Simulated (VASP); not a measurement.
Write the native input for VASP 6.6.1 that does the following.

```
Task                   : relaxation of cell and atoms
Functional             : PBEsol
Potentials or basis    : VASP PAW PBE potentials, release 64 (Cd, S)
Cutoff                 : 600 eV
k mesh                 : 8 × 8 × 8
Occupations            : gaussian, width 0.03 eV
Spin                   : no spin polarisation
Further INCAR settings : ALGO = Normal; EDIFF = 1e-07; IBRION = 2; EDIFFG = -0.005; NSW = 90; ISIF = 3
```

The structure of CdS (Hawleyite) lies in POSCAR:

```
CdS                                     
1.0
    0.0000000000      2.9184609132      2.9184609132
    2.9184609132     -0.0000000000      2.9184609132
    2.9184609132      2.9184609132      0.0000000000
  Cd              S             
     1     1
Direct
     1.0000000000000000    0.0000000000000000    0.0000000000000000
     0.2500000000000000    0.2500000000000000    0.2500000000000000
```

The input as run:

INCAR

```
SYSTEM = CdS
PREC = Accurate
ENCUT = 600
EDIFF = 1E-7
ISMEAR = 0
SIGMA = 0.03
LREAL = .FALSE.
LASPH = .TRUE.
NELM = 80
ALGO = Normal
ISIF = 3
LWAVE = .FALSE.
LCHARG = .FALSE.
GGA = PS
IBRION = 2
NSW = 90
EDIFFG = -0.005
KPAR = 4
```

KPOINTS

```
Automatic mesh
0
G
  8 8 8
  0 0 0
```

Potentials or basis: VASP PAW PBE potentials, release 64 (Cd, S).

The run is started by

```sh
$ cat potpaw_PBE.64/Cd/POTCAR potpaw_PBE.64/S/POTCAR > POTCAR
$ mpirun -np 4 vasp_std > vasp.out
```

Results of the run:

```json
{
  "Relaxed volume": "24.84 Å³/atom",
  "Relaxed cell": "a = 4.126 Å, b = 4.126 Å, c = 4.126 Å, α = 60.00°, β = 60.00°, γ = 60.00°",
  "Space group after relaxing (to 0.05 Å)": "F-43m (No. 216)",
  "Energy gained by relaxing": "0.0 meV/atom",
  "Ionic steps": "2",
  "Pressure after relaxing": "0.0 GPa",
  "Band gap on the k mesh": "1.01 eV, direct"
}
```

Caveat: the PAW data sets were made with another functional, which shifts forces and pressure a little.

Run time: 10 s on 4 MPI ranks on AMD EPYC 9R45 96-Core Processor (Zen 5) (shared host), peak memory 0.2 GiB a rank.
